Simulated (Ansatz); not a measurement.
## NbP (I4_1md), symmetry broken, then relaxed

Computed with DFT PBE, scalar-relativistic, plane waves, PAW in Ansatz 0.2.0. Settings: plane waves to 420 eV, k-mesh 14×14×14 (Γ-centred), Gaussian smearing 0.15 eV. No spin polarisation. Energies are free energies at this smearing, counted from the undisturbed cell; pressure is positive in compression.

Reference structure (relaxed at this level; it needn't be the usual structure):

```
Nb P
1.0
    -1.67352    1.67352    5.71398
     1.67352   -1.67352    5.71398
     1.67352    1.67352   -5.71398
Nb P
2 2
Direct
  0.75003 0.75003 0.00000
  0.50003 0.00003 0.50000
  0.33259 0.33259 0.00000
  0.08259 0.58259 0.50000
```

The atoms are displaced (Å, in the unstrained cell):

```csv
atom,ux,uy,uz
Nb1,-0.068,-0.170,0.041
Nb2,-0.068,-0.170,0.041
P3,0.203,0.510,-0.123
P4,-0.068,-0.170,0.041
```

Cell and atoms are then relaxed.

Q: Does the relaxation return to the undisturbed structure?

A: Yes (up to a choice of domain or origin): same space group and volume, and an energy 0.0 meV/atom from it. The disturbance itself cost 1049.9 meV/atom. The final space group reads I4_1md (tolerance 0.05 Å) and the volume changes by 0.01 %.

Final structure:

```
Nb P
1.0
    -1.67341    1.67350    5.71532
     1.67335   -1.67339    5.71527
     1.67340    1.67338   -5.71529
Nb P
2 2
Direct
  0.75002 0.75001 0.99998
  0.50002 0.00002 0.50000
  0.33260 0.33261 0.00000
  0.08262 0.58262 0.50002
```

The relaxation, step by step (energy from the first step; small jumps at an unchanged geometry come where the plane waves are selected anew for the new cell):

```
step  ΔE (meV/atom) largest force component (eV/Å) pressure (GPa)
   1            0.0                          10.501           23.05
   2         -782.8                           3.889            2.53
   3         -978.0                           2.089            2.52
   4        -1048.2                           0.094           -0.20
   5        -1049.7                           0.049           -0.06
   6        -1049.9                           0.001           -0.01
   7        -1049.9                           0.001           -0.01
```

Frames along the relaxation (Å, eV/Å):

```xyz
4
Lattice="-1.674 1.674 5.714 1.674 -1.674 5.714 1.674 1.674 -5.714" Properties=species:S:1:pos:R:3:forces:R:3 pbc="T T T" step=1
Nb   -0.068   -0.170    8.612    9.948    8.878   -6.497
Nb   -0.068    1.504    0.041    0.507    0.572   -0.959
P     0.203    0.510    3.678  -10.501   -9.719    7.913
P     1.606   -0.170    0.985    0.046    0.269   -0.457
4
Lattice="-1.704 1.645 5.723 1.679 -1.696 5.731 1.714 1.707 -5.738" Properties=species:S:1:pos:R:3:forces:R:3 pbc="T T T" step=2
Nb   -0.011   -0.117    8.574    1.139    2.710   -0.923
Nb   -0.048    1.521    0.013    0.460    0.562   -0.687
P     0.098    0.365    3.791   -1.825   -3.889    1.915
P     1.633   -0.148    0.958    0.225    0.616   -0.306
4
Lattice="-1.681 1.619 5.709 1.672 -1.689 5.727 1.686 1.695 -5.729" Properties=species:S:1:pos:R:3:forces:R:3 pbc="T T T" step=3
Nb   -0.026   -0.076    8.597    0.617    1.337   -0.698
Nb    0.000    1.568   -0.039    0.007    0.338    0.387
P     0.037    0.172    3.788   -0.781   -2.089    0.765
P     1.661   -0.087    0.968    0.157    0.414   -0.454
4
Lattice="-1.665 1.669 5.668 1.676 -1.709 5.683 1.664 1.708 -5.680" Properties=species:S:1:pos:R:3:forces:R:3 pbc="T T T" step=4
Nb    0.008   -0.029    8.519    0.032    0.010   -0.091
Nb   -0.001    1.682    0.003    0.005   -0.002   -0.094
P     0.006   -0.008    3.766   -0.033    0.005    0.094
P     1.670   -0.005    0.934   -0.005   -0.013    0.090
4
Lattice="-1.671 1.673 5.733 1.670 -1.672 5.732 1.671 1.672 -5.732" Properties=species:S:1:pos:R:3:forces:R:3 pbc="T T T" step=5
Nb   -0.001    0.000    8.595    0.002   -0.001    0.049
Nb    0.000    1.672   -0.003    0.003    0.004    0.048
P     0.000    0.000    3.816   -0.004   -0.001   -0.048
P     1.671    0.000    0.950   -0.001   -0.001   -0.048
4
Lattice="-1.673 1.673 5.715 1.673 -1.673 5.715 1.673 1.673 -5.715" Properties=species:S:1:pos:R:3:forces:R:3 pbc="T T T" step=6
Nb    0.000    0.000    8.573    0.001    0.000    0.000
Nb    0.000    1.673    0.000    0.000    0.000    0.000
P     0.000    0.000    3.802   -0.001    0.000    0.000
P     1.673    0.000    0.944    0.000    0.000    0.000
4
Lattice="-1.673 1.673 5.715 1.673 -1.673 5.715 1.673 1.673 -5.715" Properties=species:S:1:pos:R:3:forces:R:3 pbc="T T T" step=7
Nb    0.000    0.000    8.573    0.001    0.000    0.000
Nb    0.000    1.673    0.000    0.000    0.000    0.000
P     0.000    0.000    3.802   -0.001    0.000    0.000
P     1.673    0.000    0.944    0.000    0.000    0.000
```

Cost: 3 runs of about 24 core-minutes in all, on Intel Xeon Platinum 8488C (Sapphire Rapids) (shared hosts).